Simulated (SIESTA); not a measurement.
The system is TiO2 (Anatase).

```xyz
6
Lattice="-1.8921 1.8921 4.7573 1.8921 -1.8921 4.7573 1.8921 1.8921 -4.7573" Properties=species:S:1:pos:R:3 pbc="T T T"
Ti    0.0000    1.8921    2.3786
Ti    0.0000    0.0000    0.0000
O     0.0000    0.0000    7.5346
O     0.0000    1.8921    0.3987
O     0.0000    1.8921    4.3586
O     0.0000    0.0000    1.9800
```

Base run:

* Program: SIESTA 5.4.2
* Functional: BLYP
* Potentials or basis: PseudoDojo 0.4 standard (PBE files)
* Basis: DZP (energy shift 0.003 Ry; two zetas on semicore shells)
* Grid cutoff: 800 Ry
* Energy shift: 0.003 Ry
* k mesh: 10 × 10 × 10
* Occupations: fermi-dirac, width 0.05 eV
* Spin: no spin polarisation

Its results: band gap on the k mesh 2.02 eV, indirect (least direct gap 2.34 eV); pressure 14.9 GPa; largest force 0.311 eV/Å.

Question: The run is repeated on the same cell with these changes: functional from BLYP to vdW-DF-cx. What comes out?

Answer: Band gap on the k mesh 2.01 eV, indirect (least direct gap 2.33 eV); pressure 4.4 GPa; largest force 0.175 eV/Å.

Caveats: the potentials were made for another functional, which shifts forces and pressure; the basis of atomic orbitals isn't converged, which shifts pressures, moduli and gaps.
